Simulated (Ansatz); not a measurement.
# BN: energy along a strain

BN, P6_3/mmc, a = 2.504 Å, c = 6.661 Å (as given, not relaxed at this level: 0.6 GPa). The compound has several low-lying forms, and this is one of them. Ansatz: PBE+D3(BJ), PAW, 420 eV, Γ-centred 12×12×4 mesh on 4 atoms, Gaussian smearing 0.05 eV; no spin polarisation. Cell vectors (Å): 2.504 0.000 0.000; -1.252 2.169 0.000; 0.000 0.000 6.661. The cell is strained by x per cent times the pattern (1 0 0 0 0 0) in the order xx yy zz yz xz xy (engineering shears), with fractional coordinates held. y is the free energy over the start, V0 = 9.043 Å³/atom.

| x (%) | y (meV/atom) |
| --- | --- |
| -2.00 | 11.97 |
| -1.50 | 6.90 |
| -1.00 | 3.25 |
| -0.50 | 0.95 |
| 0.00 | 0.00 |
| 0.50 | 0.32 |
| 1.00 | 1.90 |
| 1.50 | 4.70 |
| 1.75 | ? |
| 2.00 | 8.66 |

**Question.** Fit y = c1 x + c2 x² + c3 x³ to the other rows, get the stiffness along the pattern, and predict the missing energy.

**Answer.** Least squares on the rows shown. y = −0.6190 x + 2.578 x² − 0.05199 x³. The clamped-ion stiffness p·C·p = 2 × 25.78 eV × 160.2 / 9.043 Å³ = 913 GPa, which is C11 in these axes (second derivative at the start, which stands under stress). At x = 1.75 the fit asked for gives 6.53 meV/atom. The run gave 6.54 meV/atom, so the fit is 0.01 meV/atom too low, within twice the rms miss on the fitted rows (0.006 meV/atom).

Cost: 10 runs of about 0.75 core-minutes in all, on Intel Xeon Processor @ 2.70GHz (shared hosts).